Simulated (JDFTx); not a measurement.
The system is Lu.

```
Lu
1.0
     3.50310    0.00000    0.00000
    -1.75155    3.03377    0.00000
     0.00000    0.00000    5.55090
Lu
2
Cartesian
  1.7516 1.0113 4.1632
  0.0000 2.0225 1.3877
```

```yaml
Program: JDFTx 1.7.0 (patched build)
Task: relaxation of cell and atoms
Functional: PBE
Dispersion: D3
Potentials_or_basis: PseudoDojo-SR-PBE-0.5-standard with smoothed tails
Cutoff: 1361 eV
Density_cutoff: 10885 eV
k_mesh: 6 × 6 × 3
Occupations: fermi-dirac, width 0.05 eV
Spin: no spin polarisation
```

At the start: pressure -3.1 GPa; volume 29.50 Å³/atom.

How do energy, volume and symmetry change on relaxing?

Over 6 steps the energy falls by 22.0 meV/atom and the volume is 27.37 Å³/atom (-7.2 %); space group P6_3/mmc (No. 194, to 0.05 Å).

The path:
```tsv
step	energy change (eV)	largest force (eV/Å)	pressure (GPa)	volume (Å³)
1	0.0000	0.0000	-3.07	58.99
2	-0.0165	0.0000	-2.50	58.05
3	-0.0437	0.0000	0.28	54.44
4	-0.0440	0.0000	0.00	54.76
5	-0.0440	0.0000	0.00	54.75
6	-0.0440	0.0000	0.00	54.75
```

Final structure:
```
CELL_PARAMETERS angstrom
3.42548 0.00000 0.00000
-1.71274 2.96655 0.00000
0.00000 0.00000 5.38750
ATOMIC_POSITIONS crystal
Lu 0.66667 0.33333 0.75000
Lu 0.33333 0.66667 0.25000
```

Caveat: the k mesh is coarse (spacing up to 0.38 Å⁻¹), so the values aren't converged; the plane waves are those of the starting cell, so after so large a change of volume the result is rough; pairwise dispersion overbinds metals, which lowers pressure and volume.
